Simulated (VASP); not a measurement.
## CaO in VASP 6.6.1, single-point calculation

INCAR

```
ISIF = 2
LREAL = .FALSE.
LASPH = .TRUE.
EDIFF = 1E-7
ISMEAR = 0
ENCUT = 200
SIGMA = 0.2
GGA = PE
LCHARG = .FALSE.
IBRION = -1
NBANDS = 15
NELM = 120
LWAVE = .FALSE.
PREC = Accurate
NSW = 0
NELECT = 16.1
```

KPOINTS

```
KPOINTS created by Atomic Simulation Environment
0
Gamma
10 10 10
0 0 0
```

POSCAR

```
Ca O
 1.0000000000000000
     0.0000000000000000    2.3256236101000001    2.3256236101000001
     2.3256236101000001    0.0000000000000000    2.3256236101000001
     2.3256236101000001    2.3256236101000001    0.0000000000000000
 Ca  O
   1   1
Cartesian
  0.0000000000000000  0.0000000000000000  0.0000000000000000
  2.3256236101000001  2.3256236101000001  2.3256236101000001
```

The recommended PBE PAW datasets give the neutral cell 16 valence electrons.

Command

```
mpirun -np 1 vasp_std
```

OSZICAR

```
N       E                     dE             d eps       ncg     rms          rms(c)
DAV:   1     0.577141504761E+02    0.57714E+02   -0.46399E+03  1523   0.551E+02
DAV:   2    -0.115146673361E+02   -0.69229E+02   -0.66314E+02  1795   0.188E+02
DAV:   3    -0.130231031776E+02   -0.15084E+01   -0.15048E+01  1544   0.277E+01
DAV:   4    -0.130407581224E+02   -0.17655E-01   -0.17648E-01  1886   0.296E+00
DAV:   5    -0.130414092980E+02   -0.65118E-03   -0.65117E-03  1564   0.419E-01    0.804E+00
DAV:   6    -0.124474609421E+02    0.59395E+00   -0.12400E-01  1809   0.539E+00    0.462E+00
DAV:   7    -0.123376764909E+02    0.10978E+00   -0.52415E-02  1976   0.212E+00    0.126E+00
DAV:   8    -0.123321311618E+02    0.55453E-02   -0.10188E-02  1823   0.891E-01    0.842E-02
DAV:   9    -0.123327560329E+02   -0.62487E-03   -0.12142E-03  1912   0.234E-01    0.519E-02
DAV:  10    -0.123327453621E+02    0.10671E-04   -0.14407E-04  1781   0.130E-01    0.774E-03
DAV:  11    -0.123327511119E+02   -0.57498E-05   -0.10559E-05  1515   0.342E-02    0.632E-03
DAV:  12    -0.123327499293E+02    0.11826E-05   -0.18512E-06  1894   0.143E-02    0.129E-03
DAV:  13    -0.123327493177E+02    0.61160E-06   -0.18908E-07  1782   0.361E-03    0.623E-04
DAV:  14    -0.123327490920E+02    0.22577E-06   -0.31309E-08   789   0.149E-03    0.146E-04
DAV:  15    -0.123327490556E+02    0.36314E-07   -0.23244E-09   747   0.351E-04
   1 F= -.12332749E+02 E0= -.12329885E+02  d E =-.572871E-02
```

From OUTCAR

```
k-points           NKPTS =     47   k-points in BZ     NKDIM =     47   number of bands    NBANDS=     15

   NELECT =      16.1000    total number of electrons

   dimension x,y,z NGX =    16 NGY =   16 NGZ =   16
   dimension x,y,z NGXF=    32 NGYF=   32 NGZF=   32

  energy-cutoff  :      200.00
  volume of cell :       25.16
      direct lattice vectors                 reciprocal lattice vectors
     0.000000000  2.325623610  2.325623610    -0.214996097  0.214996097  0.214996097
     2.325623610  0.000000000  2.325623610     0.214996097 -0.214996097  0.214996097
     2.325623610  2.325623610  0.000000000     0.214996097  0.214996097 -0.214996097

 k-points in reciprocal lattice and weights: KPOINTS created by Atomic Simulation Env
   0.00000000  0.00000000  0.00000000       0.001
   0.10000000  0.00000000  0.00000000       0.008
   0.20000000  0.00000000  0.00000000       0.008
   0.30000000  0.00000000  0.00000000       0.008
   0.40000000  0.00000000  0.00000000       0.008
   0.50000000  0.00000000  0.00000000       0.004
   0.10000000  0.10000000  0.00000000       0.006
   0.20000000  0.10000000  0.00000000       0.024
   ...

 E-fermi :   7.2104

 k-point     1 :       0.0000    0.0000    0.0000
  band No.  band energies     occupation
      1     -34.2639      2.00000
      2     -14.9320      2.00000
      3     -14.9320      2.00000
      4     -14.9320      2.00000
      5     -14.0929      2.00000
      6       2.5741      2.00000
      7       2.5742      2.00000
      8       2.5742      2.00000
      9       8.2054      0.00000
     10       9.4476      0.00000
     11       9.4476      0.00000
     12       9.4476      0.00000
     13      11.1831      0.00000
     14      11.1831      0.00000
     15      18.5385      0.00000

 k-point     2 :       0.1000    0.0000    0.0000
  band No.  band energies     occupation
      1     -34.2485      2.00000
      2     -15.3284      2.00000
      3     -14.9382      2.00000
      4     -14.9382      2.00000
      5     -13.6892      2.00000
      6       2.3057      2.00000
      7       2.4233      2.00000
      8       2.4234      2.00000
      9       8.6792      0.00000
     10       9.4453      0.00000
     11       9.6450      0.00000
     12       9.6450      0.00000
     13      11.4700      0.00000
     14      11.4700      0.00000
     15      19.0366      0.00000

 k-point     3 :       0.2000    0.0000    0.0000
  band No.  band energies     occupation
      1     -34.2074      2.00000
      2     -15.9073      2.00000
      3     -14.9505      2.00000
      4     -14.9505      2.00000
      5     -13.0487      2.00000
      6       1.7758      2.00000
      7       2.2300      2.00000
      8       2.2300      2.00000
      9       9.4717      0.00000
     10       9.8993      0.00000
     11      10.2198      0.00000
     12      10.2198      0.00000
     13      12.2239      0.00000
     14      12.2239      0.00000
     15      19.9134      0.00000

 ...

  Total      -17.5696077    -17.5696077    -17.5696077     -0.0000000     -0.0000000      0.0000000
  in kB    -1118.9852627  -1118.9852627  -1118.9852627     -0.0000000     -0.0000000      0.0000000
  external PRESSURE =   -1118.9852627 kB  Pullay stress =       0.0000000 kB

 POSITION                                       TOTAL-FORCE (eV/Angst)
 -----------------------------------------------------------------------------------
      0.00000      0.00000      0.00000         0.000000      0.000000      0.000000
      2.32562      2.32562      2.32562         0.000000      0.000000      0.000000
 -----------------------------------------------------------------------------------
    total drift:                                0.000000      0.000000      0.000000

  FREE ENERGIE OF THE ION-ELECTRON SYSTEM (eV)
  ---------------------------------------------------
  free  energy   TOTEN  =       -12.3327490556 eV

  energy  without entropy=      -12.3270203463  energy(sigma->0) =      -12.32988470
```

It converged. Results: pressure -111.9 GPa.

The cell is charged and sits in a uniform background.

For comparison, a separate PBE run of the intended cell, on usual settings and not on those above, gives a gap of 3.58 eV on its mesh and a pressure of 16.3 GPa.

The run above took about 4.7 s on one core of a shared host (Intel Xeon Platinum 8488C) and held 0.12 GiB at most.
